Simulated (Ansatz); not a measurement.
## CoO in Ansatz: the effect of functional

CoO:

```
Co O
1.0
    -1.49788    1.49788    2.09310
     1.49788   -1.49788    2.09310
     1.49788    1.49788   -2.09310
Co O
1 1
Direct
  0.00000 0.00000 0.00000
  0.50000 0.50000 0.00000
```

The cell isn't the ideal one: volume scaled by 0.98.

Alike in all runs:

| Quantity | Value |
| --- | --- |
| Program | Ansatz 0.2.0 |
| Task | single point |
| Potentials or basis | Ansatz PAW |
| k mesh | 12 × 12 × 12 |
| Occupations | fermi-dirac, width 0.05 eV |
| Spin | collinear spin, ferromagnetic start |
| Starting moments | [2.0, 0.0] μB |

```tsv
functional	cutoff	pressure (GPa)	moment (μB)
LDA	420 eV (not typed: the program's choice for these potentials)	-15.4	2.77
PBE	420 eV (not typed: the program's choice for these potentials)	3.5	2.86
PBEsol	420 eV (not typed: the program's choice for these potentials)	?	?
r2SCAN	500 eV (not typed: the program's choice for these potentials)	4.5	3.00
```

Problem. What does the run with functional PBEsol give?

Solution. Pressure -5.9 GPa; moment 2.90 μB.

Caveats: a cell with one magnetic atom can't hold antiferromagnetic order, which such compounds often take; the PAW data sets come from PBE, with cores solved anew for the run's functional, which leaves a small shift of forces and pressure (some runs); the magnetic or orbital state may not be the lowest (some runs).
